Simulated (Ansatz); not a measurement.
## What holds solid H2 together

The calculation used Ansatz 0.2.0, DFT PBE+D3(BJ), scalar-relativistic, plane waves, PAW.

Settings: cutoff 420 eV, Γ-centred mesh 8×8×8 on the computed 2-atom cell, Gaussian smearing of 0.02 eV; no spin polarisation.

```cif
data_structure
_symmetry_space_group_name_H-M 'I4/mmm'
_symmetry_Int_Tables_number 139
_cell_length_a 3.4061
_cell_length_b 3.4061
_cell_length_c 4.2791
_cell_angle_alpha 90.000
_cell_angle_beta 90.000
_cell_angle_gamma 90.000
_cell_volume 49.64
loop_
_atom_site_label
_atom_site_type_symbol
_atom_site_symmetry_multiplicity
_atom_site_Wyckoff_symbol
_atom_site_fract_x
_atom_site_fract_y
_atom_site_fract_z
_atom_site_occupancy
H1 H 4 e 0.00000 0.00000 0.91226 1
```

The relaxed cell holds 1 H2 at 24.8 Å³ each. Per molecule the crystal lies 0.0465 eV below the molecule frozen in its crystal shape, and that shape lies 0.0000 eV above the relaxed free molecule.

Question: Put the lattice energy together, estimate the enthalpy of sublimation and the cohesive energy density, and say what binds the crystal.

Answer: E_latt = −0.0465 + 0.0000 = -0.0465 eV = -4.5 kJ/mol: the molecule pays 0.0 % of its binding as strain. For rigid molecules with classical lattice modes the gas has 5/2 RT of translation and rotation plus RT of pV, the crystal 5 RT in its lattice modes, so ΔH_sub ≈ −E_latt − (3/2)RT = 4.5 − 3.7 = 0.8 kJ/mol at 298 K (a solid that melts lower is measured colder, with a smaller RT term). The cohesive energy density is −E_latt per molar volume, 4.5 kJ/mol / 14.9 cm³/mol = 300 MPa, and its root, 17 MPa^½, is the solid's counterpart of a solubility parameter (the liquid's is smaller). The D3 term adds -0.034 eV between molecules, 73 % of the binding at this geometry. The share depends on the functional that the correction is paired with. The Kohn–Sham gap is 10.11 eV in the free molecule, 10.10 eV in the molecule frozen in its crystal shape and 8.98 eV on the crystal's mesh. From the frozen molecule to the crystal it shows a narrowing, by band width and the neighbours' field; the polarisation that lowers true ionisation gaps in solids isn't in these levels.

Quantum lattice modes, thermal expansion and changes of the internal vibrations are left out, each worth up to a few kJ/mol.

Cost: 3 runs of about 0.17 core-minutes in all, on Intel Xeon Platinum 8581C (Emerald Rapids) (shared hosts).